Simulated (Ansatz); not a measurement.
A run of Ansatz 0.2.0 is set up as follows.

Contents of input.yaml:

```yaml
crystal:
  lattice:
    - [2.30557528, -1.72961264, 0.07280659]
    - [2.31575566, 1.7435441, 0.04814864]
    - [-0.70809278, -0.03896755, 5.12906913]
  atoms:
    - { symbol: Cu, position: [0.01425322, 0.47964541, 0.06043223] }
    - { symbol: Cu, position: [0.47087971, 0.15406821, 0.47412017] }
    - { symbol: O, position: [0.56926815, 0.29603286, 0.26394272] }
    - { symbol: O, position: [0.44559892, 0.57025351, 0.70150487] }
hamiltonian:
  xc: pbe
  pseudopotentials: { kind: paw }
  hubbard: { sites: [{ species: Cu, l: d, u_eff: 3.0 }] }
kpoints:
  mp_grid: { grid: [10, 10, 5] }
  band_path:
    path:
      - [[0.0, 0.0, 0.5], [0.0, 0.0, 0.0], [-0.5, 0.0, 0.0]]
      - [[-0.5, 0.0, 0.5], [0.0, 0.0, 0.0], [0.0, -0.5, 0.0]]
      - [[0.0, -0.5, 0.5], [0.0, 0.0, 0.0], [-0.5, -0.5, 0.0]]
      - [[-0.5, -0.5, 0.5], [0.0, 0.0, 0.0]]
    npoints: 14
scf:
  occupations: { method: fermi_dirac, width: 0.05 }
  n_extra_bands: 10
output:
  forces: true
  stress: true
  eigenvalues: true
  fatbands: false
  write_density: true
  write_potential: true
  elf: true
  volumetric_format: npy
```

Potentials or basis: Ansatz PAW.

The run is started by

```sh
$ ansatz run input.yaml --threads 2 --pin off --max-ram 5632MiB --backend cpu --events-out ev --progress --plain --runs-dir out
```

**Question.** What does it give for the largest force?

**Answer.** 42.448 eV/Å.

**Question.** Predict the band gap on the k mesh.

**Answer.** None (metal or under the smearing width).

Forces on the atoms (eV/Å):
```
Cu    0.098   1.328  -3.457
Cu  -26.869  -7.155  32.073
O    23.231   2.253 -34.546
O     3.540   3.573   5.930
```

Caveat: the cell as given lies far from equilibrium; the run has no spin polarisation, though such a crystal can be magnetic; U without spin polarisation on a metal has little footing; forces of over 1 eV/Å show positions far from the minimum, so gaps and moduli don't describe the material at rest.
